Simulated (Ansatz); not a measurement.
**CdSe (rocksalt type): how the settings move a single-point run**

Question: which choices in the input matter for CdSe (rocksalt type)?

Computed with Ansatz 0.2.0 (reference: DFT, LDA, all-electron LAPW, scalar-relativistic, unless a step's input says otherwise).

### 1 The system as given

Symmetry: Fm-3m, No. 225, cubic system. The conventional cell has a = 4.986 Å, b = 4.986 Å, c = 4.986 Å, α = 90.00°, β = 90.00°, γ = 90.00°. Cd (site symmetry m-3m) has 6 Se at 2.49 Å as nearest neighbours. Se (site symmetry m-3m) has 6 Cd at 2.49 Å as nearest neighbours.

Structure file:

```xyz
2
Lattice="0.0000 2.4931 2.4931 2.4931 0.0000 2.4931 2.4931 2.4931 0.0000" Properties=species:S:1:pos:R:3 pbc="T T T"
Cd    0.0000    0.0000    0.0000
Se    2.4931    2.4931    2.4931
```

### 2 The reference run

Input file input.yaml:

```yaml
crystal:
  lattice:
    - [0.0, 2.4931014136, 2.4931014136]
    - [2.4931014136, 0.0, 2.4931014136]
    - [2.4931014136, 2.4931014136, 0.0]
  atoms:
    - { symbol: Cd, position: [0.0, 0.0, 0.0] }
    - { symbol: Se, position: [0.5, 0.5, 0.5] }
kpoints:
  mp_grid: { grid: [12, 12, 12] }
scf:
  occupations: { method: fermi_dirac, width: 0.05 }
hamiltonian:
  xc: lda
  pseudopotentials: { kind: all_electron, lapw: { basis_error: 0.001 } }
output:
  forces: true
  stress: true
  eigenvalues: true
  populations: true
```

On the command line:

```
> ansatz run input.yaml --threads 1 --pin off --max-ram 2048MiB --backend cpu --events-out ev --progress --plain --runs-dir out
```

### 3 Changed: mp_grid.grid [18, 18, 18], occupations.method tetrahedron_uncorrected, spin_polarized true, width left out

Edit input.yaml of step 2 so:

```diff
@@ -9,5 +9,5 @@
 kpoints:
-  mp_grid: { grid: [12, 12, 12] }
+  mp_grid: { grid: [18, 18, 18] }
 scf:
-  occupations: { method: fermi_dirac, width: 0.05 }
+  occupations: { method: tetrahedron_uncorrected }
 hamiltonian:
@@ -20 +20,3 @@
   populations: true
+magnetization:
+  spin_polarized: true
```

What does the calculation give? Wanted: for each run, ending; energy change; pressure; gap; force.

**Answer**, as computed:

| run | ending | energy change | pressure (GPa) | gap (eV) | force (eV/Å) | cycles | time |
| --- | --- | --- | --- | --- | --- | --- | --- |
| reference | converged | 0 | 56.8 | 0.00 | 0.00 | 10 | 13 s |
| 1: mp_grid.grid [18, 18, 18], occupations.method tetrahedron_uncorrected, spin_polarized true, width left out | converged | +3.8 meV/atom (σ→0) | 56.9 | 0.00 | 0.00 | 12 | 71 s |

Residual by cycle in the longest SCF loop of each run; runs are numbered as in the table. The quantity is the density residual dr2, in eV.

| cycle | reference | run 1 |
| --- | --- | --- |
| 1 | 0.829 | 0.666 |
| 2 | 0.279 | 0.839 |
| 3 | 0.122 | 0.476 |
| 4 | 0.0167 | 0.302 |
| 5 | 2.0e-4 | 0.0497 |
| 6 | 6.1e-5 | 0.00167 |
| 7 | 2.2e-5 | 1.8e-4 |
| 8 | 1.3e-6 | 4.6e-5 |
| 9 | 1.2e-7 | 4.6e-6 |
| 10 | 3.3e-9 | 1.3e-6 |
| 11 | - | 1.6e-7 |
| 12 | - | 2.3e-9 |

Changing the k-point mesh, smearing and spin polarisation moves the energy by +3.8 meV/atom (σ→0 values). Cost: 12 SCF cycles against 10, 71 s against 13 s. Semilocal functionals close small gaps, so the missing gap need not be the real solid's. The structure is not at rest: the sound run finds 57 GPa, so these are no properties of the relaxed crystal. 
